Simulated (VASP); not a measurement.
Ga15As17 (a cell with a defect), 32 atoms in the cell. The cell holds a defect, 32 atoms: a = 9.960 Å, b = 9.960 Å, c = 9.960 Å, α = 109.47°, β = 109.47°, γ = 109.47°. 

| Quantity | Value |
| --- | --- |
| Program | VASP 6.6.1 |
| Task | relaxation of the atoms |
| Functional | PBE |
| Potentials or basis | VASP PAW PBE potentials, release 64 (As, Ga_d) |
| Cutoff | 450 eV |
| k mesh | 3 × 3 × 3 |
| Occupations | methfessel-paxton, width 0.1 eV |
| Spin | no spin polarisation |
| Monkhorst-Pack mesh | no |
| Further INCAR settings | PREC = Normal; LREAL = Auto; ALGO = Normal; EDIFF = 1e-06; ISYM = 0; IBRION = 2; EDIFFG = -0.025; NSW = 70 |

Potentials or basis: VASP PAW PBE potentials, release 64 (As, Ga_d).

Launch:

```console
$ cat potpaw_PBE.64/As/POTCAR potpaw_PBE.64/Ga_d/POTCAR > POTCAR
$ mpirun -np 4 vasp_std > vasp.out
```

Hardware: 4 MPI ranks on Intel(R) Xeon(R) 6975P-C (Granite Rapids), on a shared host.

Q: Estimate the wall time of this run.

A: Wall time 16 min on 4 MPI ranks on Intel(R) Xeon(R) 6975P-C (Granite Rapids) (shared host), peak memory 0.57 GiB a rank. Counts: scf iterations 54, k points 14, ion steps 6.
